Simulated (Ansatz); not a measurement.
Cell and atoms are relaxed with the symmetry kept. Start:

```cif
data_structure
_symmetry_space_group_name_H-M 'C2/m'
_symmetry_Int_Tables_number 12
_cell_length_a 6.6726
_cell_length_b 6.1108
_cell_length_c 3.3001
_cell_angle_alpha 90.000
_cell_angle_beta 110.412
_cell_angle_gamma 90.000
_cell_volume 126.11
loop_
_atom_site_label
_atom_site_type_symbol
_atom_site_symmetry_multiplicity
_atom_site_Wyckoff_symbol
_atom_site_fract_x
_atom_site_fract_y
_atom_site_fract_z
_atom_site_occupancy
Bi1 Bi 4 i 0.75180 0.50000 0.14900 1
```

All numbers below come from DFT PBEsol, scalar-relativistic, plane waves, PAW in Ansatz.

Plane waves to 420 eV, a k mesh through Γ of 10×10×14 on the computed 2-atom cell and Gaussian smearing (0.10 eV); no spin polarisation.

Problem. What does it relax to?

Solution. The volume goes up by 0.85 Å³/atom to 32.38 Å³/atom, and the energy falls by 10.3 meV/atom. Final structure:
Space group C2/m (No. 12). a = 7.033 Å, b = 6.284 Å, c = 3.299 Å, α = 90.00°, β = 117.32°, γ = 90.00°
```tsv
atom	site	symmetry	x	y	z
Bi	4i	m	0.7498	0.5000	0.1192
```

Course of the relaxation (steps run on the plane waves of an earlier cell, and the basis is chosen afresh near the end, so energy and pressure can step there; trial steps that raised the energy were taken back; energies are free energies):

```
step E − E_final (meV/atom) largest force component (eV/Å) P (GPa) V (Å³/atom)
   1                    10.3                           0.049     1.26        31.53
   2                     6.4                           0.054    -0.62        32.65
   3                     5.1                           0.020    -0.10        32.37
   4                     4.7                           0.003     0.02        32.32
   5                     4.4                           0.016     0.07        32.31
   6                     3.7                           0.062     0.15        32.31
   7                     5.3                           0.088     0.22        32.19
   8                     1.4                           0.011     0.01        32.38
   9                     1.8                           0.060    -0.29        32.55
  10                     0.3                           0.010    -0.03        32.40
  11                     0.2                           0.007     0.05        32.35
  12                     0.2                           0.001     0.00        32.38
  13                     0.0                           0.001     0.00        32.38
```

Spin–orbit coupling is left out, which can shift energies with elements as heavy as these.

Cost: 1 run of about 4.5 core-minutes, on Arm Neoverse V2 (shared hosts).